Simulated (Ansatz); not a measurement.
The system is MgS (Niningerite).

```
S Mg
1.0
     0.00000    2.60165    2.60165
     2.60165    0.00000    2.60165
     2.60165    2.60165    0.00000
S Mg
1 1
Direct
  0.50000 0.50000 0.50000
  0.00000 0.00000 0.00000
```

- Program: Ansatz 0.2.0
- Task: relaxation of cell and atoms
- Functional: B3LYP
- Potentials or basis: Ansatz PAW
- Cutoff: 420 eV (not typed: the program's choice for these potentials)
- k mesh: 5 × 5 × 5
- Occupations: fermi-dirac, width 0.05 eV
- Spin: no spin polarisation

At the start: volume 17.61 Å³/atom.

Question: How do energy, volume and symmetry change on relaxing?

Answer: It ends after 4 steps and the volume is 18.05 Å³/atom (+2.5 %); space group Fm-3m (No. 225, to 0.05 Å).

Step by step:
```
step  energy change (eV)  largest force (eV/Å)  volume (Å³)
   1              0.0000                0.0000        35.22
   2             -0.0050                0.0000        35.97
   3             -0.0051                0.0000        36.09
   4             -0.0052                0.0000        36.09
```

Final structure:
```xyz
2
Lattice="0.0000 2.6230 2.6230 2.6230 0.0000 2.6230 2.6230 2.6230 0.0000" Properties=species:S:1:pos:R:3 pbc="T T T"
S     2.6230    2.6230    2.6230
Mg    0.0000    0.0000    0.0000
```

Caveat: the plane-wave basis is chosen anew once the cell has moved, so the energies of steps on either side of that aren't comparable; the PAW data sets come from PBE, with cores solved anew for the run's functional, which leaves a small shift of forces and pressure.
